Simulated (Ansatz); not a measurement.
## EuS: one input, then a changed one

The cell was built from the rocksalt type and relaxed in the same program, and has space group Fm-3m; it needn't be a known or the stable phase.

First run: DFT, PBEsol, all-electron LAPW, scalar-relativistic (Ansatz 0.2.0).

Command: `ansatz run input.yaml --threads 1 --pin off --max-ram 3072MiB --backend cpu --events-out ev --progress --plain --runs-dir out` The run took 53 s on 1 thread of Arm Neoverse V2 (shared host).

```yaml
crystal:
  lattice:
    - [0.0, 2.9242242605, 2.9242242605]
    - [2.9242242605, 0.0, 2.9242242605]
    - [2.9242242605, 2.9242242605, 0.0]
  atoms:
    - { symbol: Eu, position: [0.0, 0.0, 0.0], spin: 7.0 }
    - { symbol: S, position: [0.5, 0.5, 0.5] }
magnetization:
  spin_polarized: true
kpoints:
  mp_grid: { grid: [10, 10, 10] }
  band_path:
    path:
      - [0.0, 0.0, 0.0]
      - [0.5, 0.0, 0.5]
      - [0.625, 0.25, 0.625]
      - [0.375, 0.375, 0.75]
      - [0.0, 0.0, 0.0]
      - [0.5, 0.5, 0.5]
      - [0.5, 0.25, 0.75]
      - [0.5, 0.0, 0.5]
    npoints: 5
scf:
  occupations: { method: fermi_dirac, width: 0.08 }
hamiltonian:
  xc: pbesol
  pseudopotentials: { kind: all_electron, lapw: { basis_error: 0.00025 } }
output:
  forces: true
  stress: true
  eigenvalues: true
```

Result: converged; pressure -3.22 GPa; moment 6.94 μB; 13 SCF iterations.

Semilocal functionals without a Hubbard term describe localised f shells poorly; where the shell is localised, the real material differs.

No spin–orbit coupling, which matters for the heavy atoms here.

The input is then changed:

```diff
@@ -23,5 +23,6 @@
     npoints: 5
 scf:
-  occupations: { method: fermi_dirac, width: 0.08 }
+  occupations: { method: methfessel_paxton, width: 0.005 }
+  lower_state_search: full
 hamiltonian:
   xc: pbesol
```

(1) What does the second run give?

Answers

(1) It converged; energy at zero smearing -1.1 meV/atom from the first run; pressure -3.14 GPa; moment 6.97 μB; 15 SCF iterations.
